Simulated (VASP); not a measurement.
A run of VASP 6.6.1 is set up as follows.

Contents of INCAR:

```
SYSTEM = O
ALGO = Normal
EDIFF = 1E-6
ENCUT = 400
GGA = PE
ISIF = 2
ISMEAR = 0
ISPIN = 2
ISYM = 0
IVDW = 11
LASPH = .TRUE.
LCHARG = .FALSE.
LORBIT = 11
LREAL = .FALSE.
LWAVE = .FALSE.
MAGMOM = 1.1 1.1
NBANDS = 17
NELM = 60
NUPDOWN = 2
PREC = Accurate
SIGMA = 0.01
```

KPOINTS

```
k-points
0
G
  1 1 1
  0 0 0
```

The input POSCAR:

```
O                                       
1.0
   11.6260970939      0.0000000000      0.0000000000
    0.0000000000     12.1260970939      0.0000000000
    0.0000000000      0.0000000000     12.6260970939
  O             
     2
Selective dynamics
Direct
     0.5484297130999991    0.5219067479999993    0.5038687910999968   F   F   F
     0.4495703837437242    0.4856070573261271    0.4959722951594220   T   T   T
```

Potentials or basis: VASP PAW PBE potentials, release 64 (O).

The run is started by

```console
$ cat potpaw_PBE.64/O/POTCAR > POTCAR
$ mpirun -np 4 vasp_gam > vasp.out
```

Task: Estimate the largest force.

Result: 0.020 eV/Å.

Task: Predict the dispersion energy per atom.

Result: 0.000 eV.

Forces on the atoms (eV/Å):
```
O   -0.018 -0.008 -0.002
O    0.018  0.008  0.002
```

Caveat: the standard files for N, O and F lose accuracy on very short bonds; the total moment is fixed, so each spin has its own Fermi level.
